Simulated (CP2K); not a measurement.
Runs of CP2K 2026.2 on Ti. It takes space group Fm-3m (No. 225, cubic). The conventional cell has a = 4.060 Å, b = 4.060 Å, c = 4.060 Å, α = 90.00°, β = 90.00°, γ = 90.00°. Ti (site symmetry m-3m) is surrounded by 12 Ti at 2.87 Å. This isn't the form of Ti at room conditions, which is hcp.

```tsv
task	level	points a segment of the path (NPOINTS)	bands added on the path	gap on the mesh (eV)	pressure (GPa)
single point	PW91	-	-	none	(a)
single point	AM05	-	-	none	0.0
band structure	TASK	8	2	none	11.9
band structure	LDA	8	2	none	-4.5
band structure	PBEsol	8	2	none	-0.3
single point	revPBE	-	-	none	(b)
```

Alike in all rows: potentials or basis POTENTIAL_UZH Ti GTH-PBE-q12; TZVP-MOLOPT-PBE-GTH basis; no spin polarisation; cell as given; k mesh 11 × 11 × 11; smearing fermi-dirac 0.05 eV.

Estimate the missing entries.

(a) 3.6; (b) 6.6.

Caveats: the potentials were made for another functional, which shifts forces and pressure; the basis of atomic orbitals isn't converged, which shifts pressures, moduli and gaps.

A gap of «none» marks a metal or a gap under the smearing width.

Runs at the PBE level aren't shown here.
